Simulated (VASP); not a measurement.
A calculation with VASP 6.6.1 of Ru (ASE script, structure from a CIF):

File run.py:

```python
from ase.calculators.vasp import Vasp
from ase.dft.bandgap import bandgap
from ase.io import read

atoms = read('Ru.cif', primitive_cell=True, subtrans_included=False)
calc = Vasp(
    directory='calc',
    xc='pbe',
    pp='PBE',
    setups='recommended',
    pp_version='54',
    prec='Accurate',
    encut=520,
    ediff=1e-06,
    ismear=0,
    sigma=0.02,
    lreal=False,
    lasph=True,
    nelm=60,
    algo='Normal',
    isif=2,
    lwave=False,
    lcharg=False,
    kpts=[11, 11, 6],
    gamma=True,
    nbands=21,
)
atoms.calc = calc

print('energy (eV):', atoms.get_potential_energy())
print('free energy (eV):', atoms.get_potential_energy(force_consistent=True))
print('forces (eV/A):')
print(atoms.get_forces())
print('stress (eV/A^3, Voigt):', atoms.get_stress())
print('Fermi level (eV):', calc.get_fermi_level())
gap, top, bottom = bandgap(calc)
print('band gap (eV):', gap, 'from (spin, k, band)', top, 'to', bottom)
```

Contents of Ru.cif:

```cif
data_Ru
_cell_length_a 2.70580000
_cell_length_b 2.70580000
_cell_length_c 4.28190000
_cell_angle_alpha 90.00000000
_cell_angle_beta 90.00000000
_cell_angle_gamma 120.00000000
_space_group_name_H-M_alt 'P6_3/mmc'
_space_group_name_Hall '-P 6c 2c'
_space_group_IT_number 194
loop_
_space_group_symop_operation_xyz
'x,y,z'
'-x,-y,-z'
'x-y,x,z+1/2'
'-x+y,-x,-z+1/2'
'-y,x-y,z'
'y,-x+y,-z'
'-x,-y,z+1/2'
'x,y,-z+1/2'
'-x+y,-x,z'
'x-y,x,-z'
'y,-x+y,z+1/2'
'-y,x-y,-z+1/2'
'-y,-x,-z+1/2'
'y,x,z+1/2'
'-x,-x+y,-z'
'x,x-y,z'
'-x+y,y,-z+1/2'
'x-y,-y,z+1/2'
'y,x,-z'
'-y,-x,z'
'x,x-y,-z+1/2'
'-x,-x+y,z+1/2'
'x-y,-y,-z'
'-x+y,y,z'
loop_
_atom_site_label
_atom_site_type_symbol
_atom_site_symmetry_multiplicity
_atom_site_Wyckoff_symbol
_atom_site_fract_x
_atom_site_fract_y
_atom_site_fract_z
_atom_site_occupancy
Ru1 Ru 2 c 0.6666666667 0.3333333333 0.7500000000 1
```

Potentials or basis: VASP PAW PBE potentials, release 54 (Ru_pv).

Launch:

```sh
$ python run.py
```

Question: Write the same calculation in another form: native input, structure from a POSCAR.

Answer: As run:

INCAR

```
PREC = Accurate
ENCUT = 520
EDIFF = 1E-6
ISMEAR = 0
SIGMA = 0.02
LREAL = False
LASPH = True
NELM = 100
ALGO = Normal
ISIF = 2
LWAVE = False
LCHARG = True
GGA = PE
LELF = True
LVHAR = True
NBANDS = 21
```

Contents of KPOINTS:

```
regular mesh
0
Gamma
  11 11 6
```

File POSCAR:

```
Ru
1.0
    2.7058000000      0.0000000000      0.0000000000
   -1.3529000000      2.3432915376      0.0000000000
    0.0000000000      0.0000000000      4.2819000000
Ru
2
Direct
    0.6666666667      0.3333333333      0.7500000000
    0.3333333333      0.6666666667      0.2500000000
```

Potentials or basis: VASP PAW PBE potentials, release 54 (Ru_pv).

Command:

```bash
$ cat potpaw_PBE.54/Ru_pv/POTCAR > POTCAR
$ mpirun -np 1 vasp_std > vasp.out
```

Both were run:

|  | ASE script, structure from a CIF | native input, structure from a POSCAR |
| --- | --- | --- |
| Pressure | 4.4 GPa | 4.4 GPa |
| Band gap on the k mesh | none (metal or under the smearing width) | none (metal or under the smearing width) |

Keys that steer only the numerical path or the files written may differ.
